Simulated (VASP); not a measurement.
The system is Ge.

```xyz
2
Lattice="1.4881 -2.5947 0.0000 1.4881 2.5947 0.0000 0.0000 0.0000 4.7276" Properties=species:S:1:pos:R:3 pbc="T T T"
Ge    1.4881    0.8643    1.1819
Ge    1.4881   -0.8643    3.5457
```

This isn't the form of Ge at room conditions, which is diamond.

- Program: VASP 6.6.1
- Task: relaxation of cell and atoms
- Functional: r2SCAN
- Potentials or basis: VASP PAW PBE potentials, release 64 (Ge_d)
- Cutoff: 600 eV
- k mesh: 10 × 10 × 6
- Occupations: gaussian, width 0.05 eV
- Spin: no spin polarisation

At the start: pressure 2.0 GPa; volume 18.25 Å³/atom.

Question: Where does the relaxation end?

Answer: Over 8 steps the energy falls by 7.2 meV/atom and the volume is 18.67 Å³/atom (+2.3 %); space group Cmcm (No. 63, to 0.05 Å).

The path:
```
step  energy change (eV)  largest force (eV/Å)  pressure (GPa)  volume (Å³)
   1              0.0000                0.0091            2.05        36.51
   2             -0.0113                0.0011           -0.57        37.75
   3             -0.0113                0.0010           -0.54        37.74
   4             -0.0137                0.0029           -0.48        37.63
   5             -0.0137                0.0025           -0.54        37.61
   6             -0.0143                0.0023            0.17        37.25
   7             -0.0143                0.0024            0.06        37.32
   8             -0.0143                0.0017            0.01        37.33
```

Final structure:
```
Ge
1.0
     1.47437   -2.61014    0.00000
     1.47437    2.61014    0.00000
     0.00000    0.00000    4.85067
Ge
2
Cartesian
  1.4744 0.8697 1.2127
  1.4744 -0.8697 3.6380
```

Caveat: the PAW data sets were made with another functional, which shifts forces and pressure a little.
